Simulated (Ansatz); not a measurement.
**Energy against total moment in VO2**

The cell (6 atoms) is VO2 as an experimental structure (space group P4_2/mnm). Source: COD entry 1537412, which need not be the ambient phase.

```
O V
1.0
     4.51700    0.00000    0.00000
     0.00000    4.51700    0.00000
     0.00000    0.00000    2.87200
O V
4 2
Direct
  0.30000 0.30000 0.00000
  0.20000 0.80000 0.50000
  0.70000 0.70000 0.00000
  0.80000 0.20000 0.50000
  0.00000 0.00000 0.00000
  0.50000 0.50000 0.50000
```

Atoms are numbered from 1 in the order listed.

The calculation used DFT, r2SCAN+U, PAW, plane waves, scalar-relativistic in Ansatz development build ahead of 0.2.0.

```yaml
hubbard_term_dudarev_form: U − J = 1.9 eV on V d, on Löwdin-orthonormalised all-electron atomic orbitals
plane_wave_cutoff: 500 eV
k_point_mesh: 4×4×6 (Γ-centred)
occupations: Fermi–Dirac smearing, 0.03 eV
valence_electrons: 50
```

Site moments are integrals over atomic spheres and don't add up to the total.

A static U favours moments and orbital order; the result depends on U and need not be the measured state.

For a metal this mesh leaves errors of several meV/atom.

Each run fixes N↑ − N↓ and starts with that moment spread in parallel over the V atoms; no search for lower states follows. Energies are free energies per cell above the lowest run, the runs with a free moment included. Each row is one local solution, which need not be the lowest state at that M. The run at M = 0 starts without moments and gives the spin-unpolarised solution; a state with cancelling moments wasn't tried, and may lie lower. The program warns that the SCF threshold is loose for stress, so pressures can be off by 0.1 GPa or more.

The run at M = 1.47 μB took 6.5 s on 2 threads of Intel(R) Xeon(R) 6975P-C (Granite Rapids), on a shared host, peak memory 0.64 GiB.

```json
{"fixed M (μB/cell)": "0.00", "F − F(lowest) (meV/cell)": "1103", "moments of V5 V6 (μB)": "0.00 0.00", "pressure (GPa)": "-3.8"}
{"fixed M (μB/cell)": "0.37", "F − F(lowest) (meV/cell)": "1075", "moments of V5 V6 (μB)": "0.18 0.18", "pressure (GPa)": "-3.6"}
{"fixed M (μB/cell)": "0.73", "F − F(lowest) (meV/cell)": "983", "moments of V5 V6 (μB)": "0.36 0.36", "pressure (GPa)": "-3.2"}
{"fixed M (μB/cell)": "1.10", "F − F(lowest) (meV/cell)": "367", "moments of V5 V6 (μB)": "0.55 0.55", "pressure (GPa)": "1.0"}
{"fixed M (μB/cell)": "1.47", "F − F(lowest) (meV/cell)": "184", "moments of V5 V6 (μB)": "0.70 0.70", "pressure (GPa)": "1.4"}
{"fixed M (μB/cell)": "1.84", "F − F(lowest) (meV/cell)": "0", "moments of V5 V6 (μB)": "0.85 0.85", "pressure (GPa)": "1.9"}
{"fixed M (μB/cell)": "2.20", "F − F(lowest) (meV/cell)": "74", "moments of V5 V6 (μB)": "0.94 0.94", "pressure (GPa)": "2.9"}
{"fixed M (μB/cell)": "2.57", "F − F(lowest) (meV/cell)": "413", "moments of V5 V6 (μB)": "0.97 0.97", "pressure (GPa)": "5.0"}
{"fixed M (μB/cell)": "2.94", "F − F(lowest) (meV/cell)": "787", "moments of V5 V6 (μB)": "1.01 1.01", "pressure (GPa)": "7.3"}
```

The lowest fixed-moment run is the one at M = 1.84 μB (0 meV). With the constraint released: “parallel moments, free total moment [V5 2.00, V6 2.00 μB]” ends at 2.00 μB, 186 meV (it met a lower energy on its way); “parallel moments scaled by 0.1, free total moment [V5 0.20, V6 0.20 μB]” ends at 2.00 μB, 186 meV (it met a lower energy on its way). Even the best free run lies above a fixed-moment row, so it stopped in a local solution. No free run was started from opposed moments.
